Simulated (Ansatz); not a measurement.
**AlP (F-43m): energy against volume by PBE and RPA**

```yaml
crystal:
  lattice:
    - [0.00000, 2.73150, 2.73150]
    - [2.73150, 0.00000, 2.73150]
    - [2.73150, 2.73150, 0.00000]
  atoms:
    - { symbol: Al, position: [0.00000, 0.00000, 0.00000] }
    - { symbol: P, position: [0.25000, 0.25000, 0.25000] }
```

RPA total energy on PBE orbitals, hand-made PAW set (Ansatz); 4×4×4 mesh, wave cutoff 900 eV, correlation extrapolated to infinite response cutoff from cutoffs up to 280 eV, 16 electrons, all correlated, long-wavelength term: neglected.

A Birch-Murnaghan fit gives PBE: V0 = 20.97 Å³ an atom (lattice constants +1.0 % against the given cell), B0 = 82 GPa.

Task: What does RPA on these orbitals give?

Result: RPA: V0 = 20.41 Å³ an atom (lattice constants +0.1 % against the given cell), B0 = 94 GPa. The RPA points scatter about the fit by some 6 meV, so its minimum and above all its modulus are rough. The points for the whole cell, counted from the given cell:

| V/V_given | V (Å³) | PBE (meV) | Hartree-Fock expression on these orbitals (meV) | RPA (meV) |
| --- | --- | --- | --- | --- |
| 0.92 | 37.50 | 138 | 172 | 96 |
| 0.96 | 39.13 | 46 | 58 | 29 |
| 1.00 | 40.76 | 0 | 0 | 0 |
| 1.04 | 42.39 | -8 | -13 | 24 |
| 1.08 | 44.02 | 16 | 12 | 68 |

This ran on a trial build of the method. The mesh is coarse, so these are values at the stated settings, not converged ones.
